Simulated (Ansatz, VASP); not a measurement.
# AlN: VASP beside Ansatz, part 2 of 2

Aim: how closely do two programs agree when they are given the same cell, functional and k mesh?  Other levels of theory on this material are compared in a session of their own.

VASP 6.6.1 and Ansatz 0.2.0.

So far. Step 2 (VASP: band structure, r2SCAN): The run ends at a pressure of -0.91 GPa, with forces up to 0.014 eV/Å.

### Step 3. Ansatz: band structure, r2SCAN

Level of this step: Ansatz beside VASP: Kohn-Sham DFT, plane waves, r2SCAN (Ansatz).

Ansatz runs on its default PAW (the set named soft_2) files.

The same cell, functional, mesh and smearing now go to Ansatz, which takes its cutoff from its data sets.

The input, input.yaml:

```yaml
crystal:
  lattice:
    - [3.11, 0.0, 0.0]
    - [-1.555, 2.6933390058, 0.0]
    - [0.0, 0.0, 4.98]
  atoms:
    - { symbol: Al, position: [0.6666666667, 0.3333333333, 0.0] }
    - { symbol: Al, position: [0.3333333333, 0.6666666667, 0.5] }
    - { symbol: "N", position: [0.6666666667, 0.3333333333, 0.382] }
    - { symbol: "N", position: [0.3333333333, 0.6666666667, 0.882] }
hamiltonian:
  xc: r2scan
  pseudopotentials: { kind: paw }
kpoints:
  mp_grid: { grid: [5, 5, 3] }
  band_path:
    path:
      - [0.0, 0.0, 0.0]
      - [0.13333, 0.0, 0.0]
      - [0.3, 0.0, 0.0]
      - [0.46667, 0.0, 0.0]
      - [0.46667, 0.06667, 0.0]
      - [0.41111, 0.17778, 0.0]
      - [0.35556, 0.28889, 0.0]
      - [0.28889, 0.28889, 0.0]
      - [0.17778, 0.17778, 0.0]
      - [0.06667, 0.06667, 0.0]
      - [0.0, 0.0, 0.03333]
      - [0.0, 0.0, 0.2]
      - [0.0, 0.0, 0.36667]
      - [0.0, 0.0, 0.5]
      - [0.16667, 0.0, 0.5]
      - [0.3, 0.0, 0.5]
      - [0.46667, 0.0, 0.5]
      - [0.46667, 0.06667, 0.5]
      - [0.41111, 0.17778, 0.5]
      - [0.35556, 0.28889, 0.5]
      - [0.28889, 0.28889, 0.5]
      - [0.17778, 0.17778, 0.5]
      - [0.06667, 0.06667, 0.5]
      - [0.5, 0.0, 0.46667]
      - [0.5, 0.0, 0.3]
      - [0.5, 0.0, 0.13333]
      - [0.33333, 0.33333, 0.0]
      - [0.33333, 0.33333, 0.16667]
      - [0.33333, 0.33333, 0.33333]
      - [0.33333, 0.33333, 0.5]
    npoints: 1
scf:
  occupations: { method: gaussian, width: 0.02 }
  n_extra_bands: 8
output:
  forces: true
  stress: true
  eigenvalues: true
```

Launch:

```console
$ ansatz run input.yaml --threads 2 --pin off --max-ram 4608MiB --backend cpu --events-out ev --progress --plain --runs-dir out
```

Numbers of over 12 decimals in the logs are rounded to 6 here.

Log:

```text
scf.n_extra_bands = 8 over 8 filled bands (N_el = 16.0): the run solves 16 bands
Engine: ansatz 0.2.0, aarch64-unknown-linux-gnu
Pseudopotentials: kind: paw
Pseudopotential: Al, paw, valence charge 3, recommended cutoff 500 eV (meta_gga), Al.paw.azcp
Pseudopotential: N, paw, valence charge 5, recommended cutoff 500 eV (meta_gga), N.paw.azcp
Functional definition: r2SCAN
  parameter k0 = 0.174
  parameter k1 = 0.065
  parameter a1 = 4.9479
  exchange = r2scan_x(k0 = k0, k1 = k1, a1 = a1)
  correlation = r2scan_c
Crystal: 4 atoms, lattice volume = 41.714 Å³
Basis set: ecut = 500 eV, 1087 PW (Γ), exchange–correlation on 96×96×160 points (64 copies of the dense FFT grid, shifted against one another)
Bands: 16, of which v1, the nominal top of the filled ones, is band 8 counted from 1 (7 counted from 0)
Symmetry: 12 space group operations
Space group: P63mc (ITA 186), of the structure as read, at distance tolerance 3.5e-5 Å
k-points: 10 of 75 (time reversal used)
Non-local potential: Al, projectors of the file, l = 0: 2, l = 1: 2, l = 2: 1
Non-local potential: N, projectors of the file, l = 0: 2, l = 1: 2, l = 2: 1
PAW form: soft (Blöchl's): semilocal exchange-correlation on the pseudo side does not see the compensation charge
PAW frozen core: Al, regenerated for the run's functional (the file was generated under x = pbe(κ = 0.804, μ = 0.219515), c = pbe(β = 0.066725))
PAW frozen core: N, regenerated for the run's functional (the file was generated under x = pbe(κ = 0.804, μ = 0.219515), c = pbe(β = 0.066725))
PAW one-centre angular grid: Al, 302 points (default); XC on 160 Gauss nodes
PAW one-centre angular grid: N, 302 points (default); XC on 160 Gauss nodes
Initial density: superposition of atomic densities (neutral atoms: chi_scale 0, normalization atom), corrected by the library's trained network
Initial wavefunctions: pseudopotential atomic-orbital guess
Functional: x = r2scan, c = r2scan; τ floored in thin density (d = 2e-4 eV/Å³)
SCF iter   1: F=—  HF=-1856.821749 eV  |F-HF|=—  |Δ(HF+E_count)|=         —  Δρ=6.70e-3  dr2=1.87e-2  dr2_τ=3.13e-1  ethr=1.77e-3  ⟨swp⟩=6.5  Hψ=1010  notcnv=0
preconditioner: auto → none  [insulator: Δε(μ)=4.752 eV  Ē_g=16.557 eV  σ=0.020 eV  W_gap=1.00  n_scr=2 (ndim 8)  ℏωp=23.0 eV  f_vac=0.000  D(μ)=0.00/eV (n_scr^D=0)  ε∞_Penn≈2.9]
SCF iter   2: F=—  HF=-1856.964050 eV  |F-HF|=—  |Δ(HF+E_count)|=   1.42e-1  Δρ=4.54e-3  dr2=3.84e-3  dr2_τ=3.16e-4  ethr=1.17e-4  ⟨swp⟩=3.1  Hψ=418  notcnv=0  defer=25
SCF iter   3: F=—  HF=-1856.963749 eV  |F-HF|=—  |Δ(HF+E_count)|=   3.01e-4  Δρ=7.85e-4  dr2=1.79e-4  dr2_τ=6.17e-5  ethr=2.40e-5  ⟨swp⟩=2.0  Hψ=190  notcnv=0  defer=25
SCF iter   4: F=—  HF=-1856.963730 eV  |F-HF|=—  |Δ(HF+E_count)|=   1.90e-5  Δρ=1.91e-4  dr2=1.60e-5  dr2_τ=9.49e-7  ethr=1.12e-6  ⟨swp⟩=2.5  Hψ=211  notcnv=0  defer=25
SCF iter   5: F=—  HF=-1856.963725 eV  |F-HF|=—  |Δ(HF+E_count)|=   4.68e-6  Δρ=4.72e-5  dr2=1.10e-6  dr2_τ=1.03e-7  ethr=9.98e-8  ⟨swp⟩=2.0  Hψ=205  notcnv=0  defer=25
SCF iter   6: F=—  HF=-1856.963725 eV  |F-HF|=—  |Δ(HF+E_count)|=   2.04e-8  Δρ=2.04e-5  dr2=2.07e-7  dr2_τ=3.76e-9  ethr=6.25e-10  ⟨swp⟩=8.6  Hψ=886  notcnv=0
SCF iter   7: F=-1856.963725 eV  HF=-1856.963725 eV  |F-HF|=7.70e-9  |Δ(HF+E_count)|=   1.93e-8  Δρ=5.45e-6  dr2=1.47e-8  dr2_τ=3.32e-10  ethr=6.25e-10  ⟨swp⟩=4.1  Hψ=422  notcnv=0
SCF 1 converged in 7 iterations: F = -1856.963725 eV  dr2 = 1.47e-8
  greatest PAW one-centre occupation: 0.794 electrons in one spin orbital (limit 2), on the N atom at site 2 (counted from 0), in its partial waves of l = 0
NSCF: frozen V_eff on 30 k-points
SCF converged after 7 iterations
Free energy (F): -1856.963725 eV
Harris-Foulkes:  -1856.963725 eV  (|F-HF|=7.70e-9)
Internal energy: -1856.963725 eV  (E = F + TS)
E sigma→0 (E₀):  -1856.963725 eV
Fermi energy:    9.339743 eV
--- Per-component energies (eV) ---
  E_band       = 22.870529
  E_kinetic    = 321.192994
  E_local      = -449.204685  (includes V_loc(G=0)·N_el)
  E_nonlocal   = 108.455894
  E_hartree    = 157.529765
  E_xc         = -197.762703
  E_vxc        = -238.407834  (∫ρ·V_xc dr)
  E_paw        = -1204.903884  (= ΣΔE_a)
  E_vpaw       = -47.024073  (= ΣTr[D̂ρ^β])
  E_aug_tail   = 0.000037  (compensation charges beyond the density's cutoff)
  E_vtau       = 12.801380  (kinetic-family band-sum trace: ∫τ·v_τ [+ j·A + Jᵃ·Aᵃ] dr)
  E_ewald      = -592.091798
  E_core_change = -0.179345  (= ΣΔE_core)
  E_smearing   = -0.000000  (= −TS)
  E_closure    = 0.000000  (closes the sum)
  Σ components = -1856.963725   (vs F -1856.963725, Δ=0.00e0)
--- Forces (eV/Å), atoms counted from 1 ---
  atom   1  Al    -0.00000000     0.00000000     0.01467686
  atom   2  Al    -0.00000000     0.00000000     0.01467686
  atom   3  N     -0.00000000     0.00000000    -0.01467097
  atom   4  N     -0.00000000     0.00000000    -0.01467097
  max |Σ_I F_I| component: 1.18e-5 eV/Å
--- Stress (GPa, compression-positive) ---
       -0.537568       0.000000      -0.000000
       -0.000000      -0.537568       0.000000
        0.000000       0.000000      -0.510266
  P = ⅓ Tr σ = -0.5285 GPa (-5.285 kbar)
--- Band table (eV; the first three rows and the last of 10) ---
  k-point 0: bands = [... 4 lower, 6.0158, 6.6802, 6.6802, 6.9158, 11.7637, 14.4033, 18.4941, 18.9303, ... 4 higher]
  k-point 1: bands = [... 4 lower, 6.1747, 6.1747, 6.5069, 6.5069, 13.2458, 14.4928, 18.0228, 18.9345, ... 4 higher]
  k-point 2: bands = [... 4 lower, 5.0035, 5.4877, 6.5557, 6.6505, 13.4085, 15.5685, 16.3879, 17.5476, ... 4 higher]
  k-point 9: bands = [... 4 lower, 3.4156, 4.3251, 5.4187, 5.9897, 13.5030, 14.7941, 16.5366, 16.7949, ... 4 higher]
```

It took 3.6 s on 2 threads of Arm Neoverse N1, shared host; peak memory 0.36 GiB; 6.8 s of CPU time.

### Step 4. Side by side

Known differences besides the potentials themselves: VASP keeps PBE cores, Ansatz makes them for the functional; the cutoff is 500 eV in Ansatz and 520 eV in VASP. Total energies have different zeros and are not compared.

The two programs side by side:

```
                     quantity  Ansatz   VASP  difference
               pressure (GPa)   -0.53  -0.91       +0.38
gap over the path points (eV)   4.848  4.888      -0.040
```

Levels at points of the path, from each program's valence-band top (eV; 4 filled, then empty):

```
k (reciprocal lattice)                                   Ansatz                                     VASP
     0.000 0.000 0.000   -0.90 -0.24 -0.24 0.00 4.85 7.49 11.58   -0.90 -0.24 -0.24 0.00 4.89 7.50 11.59
     0.133 0.000 0.000  -1.18 -1.14 -0.28 -0.11 5.78 8.31 10.52  -1.17 -1.14 -0.28 -0.11 5.81 8.32 10.52
     0.300 0.000 0.000   -3.05 -1.80 -0.68 -0.52 7.03 7.78 8.72   -3.04 -1.79 -0.68 -0.52 7.03 7.77 8.73
     0.467 0.000 0.000   -3.47 -2.14 -1.71 -0.71 6.48 6.57 8.99   -3.46 -2.14 -1.70 -0.71 6.48 6.56 9.01
     0.467 0.067 0.000   -3.35 -2.33 -1.78 -0.88 6.41 6.81 9.12   -3.35 -2.33 -1.78 -0.88 6.41 6.80 9.14
     0.411 0.178 0.000   -3.14 -3.08 -1.90 -1.66 6.11 8.02 9.76   -3.14 -3.08 -1.90 -1.65 6.11 8.02 9.78
     0.356 0.289 0.000  -3.77 -2.64 -2.44 -2.20 5.73 9.04 10.39  -3.77 -2.64 -2.44 -2.20 5.73 9.04 10.39
     0.289 0.289 0.000  -3.41 -2.98 -2.27 -1.91 5.89 8.91 10.19  -3.41 -2.98 -2.27 -1.91 5.88 8.92 10.20
     0.178 0.178 0.000   -3.58 -1.86 -1.04 -0.70 7.74 7.90 9.29   -3.58 -1.86 -1.04 -0.69 7.76 7.90 9.29
     0.067 0.067 0.000  -1.30 -0.80 -0.30 -0.08 5.59 8.16 10.81  -1.29 -0.80 -0.30 -0.08 5.62 8.17 10.82
```

Among the levels compared at these points, filled levels agree within 4 meV and empty ones within 40 meV.

### Step 5. Outcome

| Property | Result |
| --- | --- |
| difference in gap over the path points (band structure, r2SCAN) | -0.040 eV |

In words: The difference in gap over the path points is -0.040 eV (band structure, r2SCAN), within the 0.08 eV picked in this series as the mark of a large difference. 7 further runs of this series are not shown here. Such differences can come from data sets, numerical settings and the points named under the comparisons, not from the functional's error against experiment.

[Lines on the potential files, build, host, timing and source positions are cut from VASP's logs without a mark.]

[Logs are printed without paths, hosts, clocks, repeated set-up lines and the standing remarks that a program may print on its own settings, such as how far it seeks lower states.]

[Hosts, paths, dates, database ids (printed as entryN), source tags and the programs' standing remarks are cut or masked in the printed files.]
